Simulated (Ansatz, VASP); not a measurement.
# Two plane-wave programs on TiS2

```xyz
3
Lattice="3.3891 0.0000 0.0000 -1.6945 2.9350 0.0000 0.0000 0.0000 5.6568" Properties=species:S:1:pos:R:3 pbc="T T T"
Ti    0.0000    0.0000    0.0000
S     1.6945    0.9783    4.2426
S     0.0000    1.9567    1.4142
```

Change from the starting cell: volume scaled by 0.98.

Alike in both runs: task single point; functional PBE; k mesh 9 × 9 × 5; occupations fermi-dirac, width 0.05 eV; no spin polarisation.

```csv
,VASP,Ansatz
version,VASP 6.6.1,Ansatz 0.2.0
potentials or method,"VASP PAW PBE potentials, release 64 (Ti_sv, S)",Ansatz PAW
plane-wave cutoff (eV),520,420
valence electrons in the cell,24,24
```

Ansatz gave:

| Property | Result |
| --- | --- |
| gap on the k mesh at the Fermi level (eV) | none |
| pressure (GPa) | 2.4 |
| largest component of the traceless stress (GPa) | 0.67 |
| rms of the force components (eV/Å) | 0.045 |

Q: Estimate VASP's values.

A: gap on the k mesh at the Fermi level (eV): none; pressure (GPa): 2.4; largest component of the traceless stress (GPa): 0.74; rms of the force components (eV/Å): 0.047.

Atom by atom the forces differ by 0.002 eV/Å (rms over components). A gap of «none» marks a metal or a gap that the smearing closes.
